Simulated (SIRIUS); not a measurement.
# MoS2 (P6_3/mmc) in SIRIUS: single point with PBEsol

Aim: the single point of MoS2 with PBEsol.

All numbers are computed with SIRIUS 7.12.0; they aren't measurements. Logs are shortened: lines on timing, memory, paths and dates and some standing lists are left out, and cuts for length are marked. The log counts tension as positive stress, the text compression.

## (1) The undisturbed crystal

Symmetry: P6_3/mmc, No. 194, hexagonal system. Conventional cell: a = 3.169 Å, b = 3.169 Å, c = 12.324 Å, α = 90.00°, β = 90.00°, γ = 120.00°. Mo (site symmetry -6m2) is surrounded by 6 S at 2.41 Å. S (site symmetry 3m) is surrounded by 3 Mo at 2.41 Å.

## (2) Single point, PBEsol (atoms moved at random, drawn with an rms of 0.05 Å)

File sirius.json:

```json
{
  "control": {
    "processing_unit": "cpu",
    "verbosity": 2,
    "num_bands_to_print": 37,
    "print_forces": true,
    "print_stress": true
  },
  "parameters": {
    "electronic_structure_method": "pseudopotential",
    "xc_functionals": ["XC_GGA_X_PBE_SOL", "XC_GGA_C_PBE_SOL"],
    "gk_cutoff": 9.0,
    "pw_cutoff": 18.0,
    "ngridk": [10, 10, 3],
    "shiftk": [0, 0, 0],
    "smearing": "fermi_dirac",
    "smearing_width": 0.0018374661,
    "num_bands": 37,
    "num_mag_dims": 0,
    "num_dft_iter": 100,
    "energy_tol": 1e-08,
    "density_tol": 1e-06
  },
  "iterative_solver": {
    "type": "davidson",
    "min_tolerance": 1e-10
  },
  "mixer": {
    "type": "anderson",
    "beta": 0.7,
    "max_history": 8
  },
  "settings": {
    "tol_ne": 1e-10,
    "pseudo_grid_cutoff": 6.5
  },
  "unit_cell": {
    "lattice_vectors": [
      [5.988542088939, 0.0, 0.0],
      [-2.99427104447, 5.186229580667, 0.0],
      [0.0, 0.0, 23.288984759888]
    ],
    "atom_coordinate_units": "lattice",
    "atom_types": ["Mo", "S"],
    "atom_files": {
      "S": "S.json",
      "Mo": "Mo.json"
    },
    "atoms": {
      "Mo": [
        [0.682743, 0.339818, 0.752005],
        [0.339249, 0.652337, 0.251372]
      ],
      "S": [
        [0.666813, 0.341329, 0.378818],
        [0.328382, 0.647312, 0.879164],
        [0.67197, 0.34127, 0.123671],
        [0.345979, 0.670132, 0.622806]
      ]
    }
  }
}
```

Potentials or basis: PseudoDojo 0.4.1 PBEsol standard (scalar relativistic).

Started as:

```sh
$ upf_to_json S.upf
$ upf_to_json Mo.upf
$ OMP_NUM_THREADS=4 sirius.scf --input=sirius.json --output=out.json --task=0
```

Standard output:

```text
[info] SIRIUS version : 7.12.0
[info] number of MPI ranks           : 1
[info] MPI grid                      : 1 1
[info] maximum number of OMP threads : 4
[fft] FFT context for density and potential
[fft] =====================================
[fft]   comm size                             : 1
[fft]   plane wave cutoff                     : 18
[fft]   grid size                             : 40 40 144   total : 230400
[fft]   grid limits                           : -19 20   -19 20   -71 72
[fft]   number of G-vectors within the cutoff : 35635
[fft]   local number of G-vectors             : 35635
[fft]   number of G-shells                    : 3651
[fft] FFT context for coarse grid
[fft] =====================================
[fft]   comm size                             : 1
[fft]   plane wave cutoff                     : 18
[fft]   grid size                             : 40 40 144   total : 230400
[fft]   grid limits                           : -19 20   -19 20   -71 72
[fft]   number of G-vectors within the cutoff : 35635
[fft]   local number of G-vectors             : 35635
[fft]   number of G-shells                    : 3651
[unit cell] lattice vectors
[unit cell]   a1 :       5.9885420889      0.0000000000      0.0000000000
[unit cell]   a2 :      -2.9942710445      5.1862295807      0.0000000000
[unit cell]   a3 :       0.0000000000      0.0000000000     23.2889847599
[unit cell] reciprocal lattice vectors
[unit cell]   b1 :       1.0492011601      0.6057565722     -0.0000000000
[unit cell]   b2 :       0.0000000000      1.2115131445      0.0000000000
[unit cell]   b3 :       0.0000000000     -0.0000000000      0.2697921516
[unit cell] unit cell volume :       723.30822033 [a.u.^3]
[unit cell] 1/sqrt(omega)    :         0.03718248
[unit cell] MT volume        :         0.00000000 ( 0.00%)
[unit cell] IT volume        :       723.30822033 (100.00%)
[unit cell] number of atom types : 2
[unit cell] type id : 0 symbol : Mo mt_radius :  16.390000 num_atoms : 2
[unit cell] type id : 1 symbol :  S mt_radius :  11.450000 num_atoms : 4
[unit cell] total number of atoms : 6
[unit cell] number of symmetry classes : 6
[unit cell] number of PAW atoms : 0
[unit cell] atom id  type id  class id             position                      vector_field
[unit cell] ------------------------------------------------------------------------------------------
[unit cell]      0        0        0      0.68274   0.33982   0.75201      0.00000   0.00000   0.00000
[unit cell]      1        0        1      0.33925   0.65234   0.25137      0.00000   0.00000   0.00000
[unit cell]      2        1        2      0.66681   0.34133   0.37882      0.00000   0.00000   0.00000
[unit cell]      3        1        3      0.32838   0.64731   0.87916      0.00000   0.00000   0.00000
[unit cell]      4        1        4      0.67197   0.34127   0.12367      0.00000   0.00000   0.00000
[unit cell]      5        1        5      0.34598   0.67013   0.62281      0.00000   0.00000   0.00000
[unit cell] atom id         position (Cartesian, a.u.)
[unit cell] ---------------------------------------------
[unit cell]      0       3.071128    1.762374   17.513433
[unit cell]      1       0.078333    3.383169    5.854199
[unit cell]      2       2.971206    1.770211    8.822287
[unit cell]      3       0.028302    3.357109   20.474837
[unit cell]      4       3.002266    1.769905    2.880172
[unit cell]      5       0.065353    3.475458   14.504519
[unit cell] class id : 0 atom id : 0
[unit cell] class id : 1 atom id : 1
[unit cell] class id : 2 atom id : 2
[unit cell] class id : 3 atom id : 3
[unit cell] class id : 4 atom id : 4
[unit cell] class id : 5 atom id : 5
[unit cell] minimum bond length:     4.447460
[unit cell] total number of pseudo wave-functions: 36
[sym] space group number   : 1
[sym] international symbol : P1
[sym] Hall symbol          : P 1
[sym] space group transformation matrix :
[sym]   1.0000 -1.0000  0.0000
[sym]   0.0000 -1.0000  0.0000
[sym]   0.0000 -0.0000 -1.0000
[sym] space group origin shift :
[sym]   0.0000  0.0000  0.0000
[sym] number of space group operations  : 1
[... 350 lines left out ...]
[diagonalize] ik:  148   -1.855445   -1.855427   -0.913063   -0.912979   -0.905365   -0.905109   -0.903551   -0.903212   -0.073412   -0.070864   -0.066119   -0.063984    0.164994    0.170432    0.192184    0.195451    0.223622    0.234581    0.261354    0.264063    0.300658    0.306893    0.312882    0.316475    0.357972    0.361967    0.457395    0.461169    0.476929    0.481813    0.508910    0.513042    0.527239    0.535460    0.609872    0.624730    0.671192
[diagonalize] ik:  149   -1.855701   -1.855682   -0.910740   -0.910588   -0.905878   -0.905617   -0.902917   -0.902525   -0.089501   -0.085620   -0.072896   -0.068797    0.177392    0.183328    0.207929    0.211883    0.230458    0.240061    0.263719    0.268675    0.305258    0.308007    0.316204    0.320705    0.348677    0.353222    0.445627    0.455876    0.469733    0.473808    0.497390    0.507893    0.522881    0.534659    0.642439    0.658066    0.682152
[diagonalize] ik:  150   -1.856113   -1.856093   -0.906984   -0.906775   -0.906682   -0.906408   -0.901831   -0.901396   -0.111217   -0.106474   -0.082682   -0.076633    0.183785    0.195930    0.228076    0.232197    0.245901    0.248149    0.270646    0.277127    0.308026    0.309110    0.330968    0.337183    0.348207    0.353385    0.439834    0.451058    0.464441    0.468433    0.482742    0.487113    0.520550    0.527030    0.678581    0.683456    0.710733
[diagonalize] ik:  151   -1.856522   -1.856503   -0.907497   -0.907254   -0.903069   -0.902880   -0.900765   -0.900309   -0.129816   -0.124715   -0.091384   -0.083954    0.171893    0.189243    0.248791    0.252652    0.264540    0.279318    0.287221    0.294147    0.299809    0.300301    0.335743    0.345209    0.366746    0.372927    0.451944    0.456411    0.467672    0.469597    0.472750    0.478174    0.506104    0.512936    0.666157    0.670113    0.712233
[find] Charges and magnetic moments
[find] --------------------------------------------------------------------------------
[find] total charge          : 52.000000
[find] Energy
[find] --------------------------------------------------------------------------------
[find] valence_eval_sum               :     -11.40804954
[find] <rho|V^{XC}>                   :     -33.49073455
[find] <rho|E^{XC}>                   :     -33.11615941
[find] <mag|B^{XC}>                   :       0.00000000
[find] <rho|V^{H}>                    :     106.80003669
[find] one-electron contribution      :     -84.71735168 (Ha),    -169.43470335 (Ry)
[find] hartree contribution           :      53.40001834
[find] xc contribution                :     -33.11615941
[find] ewald contribution             :    -120.39564468
[find] PAW contribution               :       0.00000000
[find] smearing (-TS)                 :      -0.00000014
[find] SCF correction                 :      -0.00000297
[find] Total energy                   :    -184.82914039 (Ha),    -369.65828078 (Ry)
[find] Free energy (E-TS)             :    -184.82914053 (Ha),    -369.65828106 (Ry)
[find] band gap (eV)                  :       0.86481238
[find] Efermi                         :       0.41413081
[find] iteration : 19, RMS (target) : 7.1397e-07 (1.0000e-06) , energy difference (target) : -7.8614e-11 (1.0000e-08)
[find] bands are converged : false
[find] iterative solver converged : false
[find] converged after 20 SCF iterations!
[find] Charges and magnetic moments
[find] --------------------------------------------------------------------------------
[find] total charge          : 52.000000
[find] Energy
[find] --------------------------------------------------------------------------------
[find] valence_eval_sum               :     -11.40804954
[find] <rho|V^{XC}>                   :     -33.49073455
[find] <rho|E^{XC}>                   :     -33.11615941
[find] <mag|B^{XC}>                   :       0.00000000
[find] <rho|V^{H}>                    :     106.80003669
[find] one-electron contribution      :     -84.71735168 (Ha),    -169.43470335 (Ry)
[find] hartree contribution           :      53.40001834
[find] xc contribution                :     -33.11615941
[find] ewald contribution             :    -120.39564468
[find] PAW contribution               :       0.00000000
[find] smearing (-TS)                 :      -0.00000014
[find] SCF correction                 :      -0.00000297
[find] Total energy                   :    -184.82914039 (Ha),    -369.65828078 (Ry)
[find] Free energy (E-TS)             :    -184.82914053 (Ha),    -369.65828106 (Ry)
[find] band gap (eV)                  :       0.86481238
[find] Efermi                         :       0.41413081
[ground_state] === stress tensor components [kbar] ===
[ground_state] === stress_kin ===
[ground_state] -16193.451691   -1.027755   -7.412313
[ground_state]    -1.027755-16204.167971  -12.336275
[ground_state]    -7.412313  -12.336275-16278.127261
[ground_state] === stress_har ===
[ground_state] -15155.087977   42.685595  -17.308002
[ground_state]    42.685595-14856.851030  -23.172881
[ground_state]   -17.308002  -23.172881 8291.149294
[ground_state] === stress_ewald ===
[ground_state]  6432.887858  119.797292  -62.140313
[ground_state]   119.797292 7273.332666  -80.683054
[ground_state]   -62.140313  -80.68305435265.457045
[ground_state] === stress_vloc ===
[ground_state] 33962.290677 -159.713856   79.496901
[ground_state]  -159.71385632846.248393  105.791034
[ground_state]    79.496901  105.791034-18200.290860
[ground_state] === stress_xc ===
[ground_state]   185.464007    0.098389   -0.070162
[ground_state]     0.098389  186.123277   -0.100601
[ground_state]    -0.070162   -0.100601  185.865414
[ground_state] === stress_core ===
[ground_state]  3646.073291   -0.072019    0.126541
[ground_state]    -0.072019 3645.536624    0.181144
[ground_state]     0.126541    0.181144 3649.507359
[ground_state] === stress_nonloc ===
[ground_state] -12850.804433    0.705627   -1.055733
[ground_state]     0.705627-12845.145781   -1.453798
[ground_state]    -1.055733   -1.453798-12877.160602
[ground_state] === stress_us_nl ===
[ground_state] -12850.804433    0.705627   -1.055733
[ground_state]     0.705627-12845.145781   -1.453798
[ground_state]    -1.055733   -1.453798-12877.160602
[ground_state] === stress_total ===
[ground_state]    27.371733    2.473273   -8.363082
[ground_state]     2.473273   45.076178  -11.774431
[ground_state]    -8.363082  -11.774431   36.400389
[ground_state] ==== total Forces in Ha/bohr =====
[ground_state] atom:    0, force:      -0.0063294     -0.0146274     -0.0080395
[ground_state] atom:    1, force:      -0.0175001      0.0228983     -0.0011960
[ground_state] atom:    2, force:       0.0103981     -0.0115590     -0.0065852
[ground_state] atom:    3, force:       0.0051323      0.0125448     -0.0063825
[ground_state] atom:    4, force:       0.0071807     -0.0113366      0.0077873
[ground_state] atom:    5, force:       0.0011183      0.0020800      0.0144199
[ground_state] ==== ultrasoft contribution from Qij =====
[ground_state] atom:    0, force:       0.0000000      0.0000000      0.0000000
[ground_state] atom:    1, force:       0.0000000      0.0000000      0.0000000
[ground_state] atom:    2, force:       0.0000000      0.0000000      0.0000000
[ground_state] atom:    3, force:       0.0000000      0.0000000      0.0000000
[ground_state] atom:    4, force:       0.0000000      0.0000000      0.0000000
[ground_state] atom:    5, force:       0.0000000      0.0000000      0.0000000
[ground_state] ==== non-local contribution from Beta-projector =====
[ground_state] atom:    0, force:       0.0028481      0.0073289      0.0037164
[ground_state] atom:    1, force:       0.0079860     -0.0115489      0.0004078
[ground_state] atom:    2, force:       0.0110099     -0.0120374     -0.1292132
[ground_state] atom:    3, force:       0.0054124      0.0126900     -0.1295034
[ground_state] atom:    4, force:       0.0077748     -0.0117291      0.1304642
[ground_state] atom:    5, force:       0.0013399      0.0024146      0.1352602
[ground_state] ==== contribution from local potential =====
[ground_state] atom:    0, force:       0.0374600      0.0754983      0.1023412
[ground_state] atom:    1, force:       0.1089351     -0.1203762     -0.0226739
[ground_state] atom:    2, force:      -0.0796500      0.0785811     -6.8940028
[ground_state] atom:    3, force:      -0.0378209     -0.0854074     -6.8371171
[ground_state] atom:    4, force:      -0.0556094      0.0771227      6.8541879
[ground_state] atom:    5, force:      -0.0073831     -0.0133201      6.7868746
[ground_state] ==== contribution from core density =====
[ground_state] atom:    0, force:      -0.0001843     -0.0004510     -0.0002208
[ground_state] atom:    1, force:      -0.0005217      0.0007084     -0.0000245
[ground_state] atom:    2, force:      -0.0006914      0.0007288      0.0023332
[ground_state] atom:    3, force:      -0.0003389     -0.0007726      0.0023362
[ground_state] atom:    4, force:      -0.0004869      0.0007073     -0.0024128
[ground_state] atom:    5, force:      -0.0000798     -0.0001373     -0.0027502
[ground_state] ==== Ewald forces from ions =====
[ground_state] atom:    0, force:      -0.0464533     -0.0970036     -0.1138750
[ground_state] atom:    1, force:      -0.1338995      0.1541150      0.0210922
[ground_state] atom:    2, force:       0.0797296     -0.0788315      7.0142968
[ground_state] atom:    3, force:       0.0378797      0.0860348      6.9579030
[ground_state] atom:    4, force:       0.0555022     -0.0774375     -6.9744520
[ground_state] atom:    5, force:       0.0072413      0.0131228     -6.9049650
[~DFT_ground_state] local op. applied: 250410
[~DFT_ground_state] evp. work count: 26879.1
[~DFT_ground_state] number of iterative solver steps: 13713
```

Wall time 8 min (4 threads of Intel Xeon 6975P-C (Granite Rapids), shared host); peak memory 4.7 GiB.

What came out:

| Property | Result |
| --- | --- |
| Free energy | -5029.4571 eV |
| Pressure | -3.6 GPa |
| Largest force | 1.483 eV/Å |
| Band gap on the k mesh | 0.86 eV |

Forces on the atoms (eV/Å):
```
Mo  -0.325 -0.752 -0.413
Mo  -0.900  1.177 -0.061
S    0.535 -0.594 -0.339
S    0.264  0.645 -0.328
S    0.369 -0.583  0.400
S    0.058  0.107  0.742
```

Caveat: an odd mesh through Γ misses points on the zone boundary, where band edges often lie.
